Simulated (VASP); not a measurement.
Output of a VASP run:

### OSZICAR
```
       N       E                     dE             d eps       ncg     rms          rms(c)
DAV:   1     0.800181849889E+02    0.80018E+02   -0.63127E+03   778   0.100E+03
DAV:   2     0.746907348052E+00   -0.79271E+02   -0.75231E+02   888   0.231E+02
DAV:   3    -0.611232370119E+01   -0.68592E+01   -0.68198E+01   935   0.713E+01
DAV:   4    -0.624506871664E+01   -0.13275E+00   -0.13265E+00   851   0.112E+01
DAV:   5    -0.624703399340E+01   -0.19653E-02   -0.19652E-02   923   0.133E+00    0.166E+00
DAV:   6    -0.612723952827E+01    0.11979E+00   -0.19719E-01   869   0.287E+00    0.102E+00
DAV:   7    -0.611553451325E+01    0.11705E-01   -0.89261E-02   884   0.187E+00    0.569E-01
DAV:   8    -0.611947654720E+01   -0.39420E-02   -0.66311E-03   800   0.813E-01    0.111E-01
DAV:   9    -0.611945558688E+01    0.20960E-04   -0.10849E-04   935   0.107E-01    0.584E-02
DAV:  10    -0.611952050325E+01   -0.64916E-04   -0.11541E-04   803   0.101E-01    0.124E-02
DAV:  11    -0.611952043478E+01    0.68475E-07   -0.75049E-06   872   0.302E-02    0.155E-03
DAV:  12    -0.611952072049E+01   -0.28571E-06   -0.47355E-07   842   0.710E-03    0.635E-04
DAV:  13    -0.611952071960E+01    0.88880E-09   -0.93369E-08   815   0.225E-03
   1 F= -.61195207E+01 E0= -.61195207E+01  d E =0.000000E+00
```

File OUTCAR:
```
------------------------ aborting loop because EDIFF is reached ----------------------------------------
  FORCE on cell =-STRESS in cart. coord.  units (eV):
  Direction    XX          YY          ZZ          XY          YZ          ZX
  --------------------------------------------------------------------------------------
  Total        0.0060390      0.0060390      0.0060390      0.0000000     -0.0000000      0.0000000
  in kB        0.1775632      0.1775632      0.1775632      0.0000000     -0.0000000      0.0000000
  external PRESSURE =       0.1775632 kB  Pullay stress =       0.0000000 kB
  volume of cell :       54.49
      direct lattice vectors                 reciprocal lattice vectors
     0.000000000  3.009066918  3.009066918    -0.166164467  0.166164467  0.166164467
     3.009066918  0.000000000  3.009066918     0.166164467 -0.166164467  0.166164467
     3.009066918  3.009066918  0.000000000     0.166164467  0.166164467 -0.166164467
 POSITION                                       TOTAL-FORCE (eV/Angst)
 -----------------------------------------------------------------------------------
      0.00000      0.00000      0.00000         0.000000     -0.000000     -0.000000
      3.00907      3.00907      3.00907        -0.000000      0.000000      0.000000
 -----------------------------------------------------------------------------------
    total drift:                                0.000000      0.000000      0.000000
  FREE ENERGIE OF THE ION-ELECTRON SYSTEM (eV)
  ---------------------------------------------------
  free  energy   TOTEN  =        -6.1195207196 eV

  energy  without entropy=       -6.1195207196  energy(sigma->0) =       -6.11952072

 total charge

# of ion       s       p       d       tot
------------------------------------------
    1        0.041   5.974   0.000   6.015
    2        1.600   3.306   0.002   4.908
--------------------------------------------------
tot          1.641   9.280   0.002  10.923
```
(Selected blocks of OUTCAR.)

POSCAR:
```
NaBr
1
    0.0000000000     3.0090669175     3.0090669175
    3.0090669175     0.0000000000     3.0090669175
    3.0090669175     3.0090669175     0.0000000000
Na Br
1 1
Direct
  0.0000000000   0.0000000000   0.0000000000
  0.5000000000   0.5000000000   0.5000000000
```

Q: Reconstruct the remaining input files.

A: This is not unique; one that fits is the input of the run itself, PBE GGA, plane waves, VASP's PBE PAW potentials (set 64).

INCAR:
```
ALGO = Normal
EDIFF = 1E-7
ENCUT = 400
GGA = PE
ISIF = 2
ISMEAR = -5
LASPH = .TRUE.
LCHARG = .TRUE.
LMAXMIX = 4
LORBIT = 11
LREAL = .FALSE.
LWAVE = .FALSE.
NEDOS = 601
NELM = 100
PREC = Accurate
SYSTEM = NaBr
```

KPOINTS:
```
Automatic mesh
0
Gamma
9 9 9
0 0 0
```

POTCAR, in this order: Na_pv Br (PBE.64 set). Program: vasp_std.

The compound is NaBr in the rock salt structure. It was relaxed first.
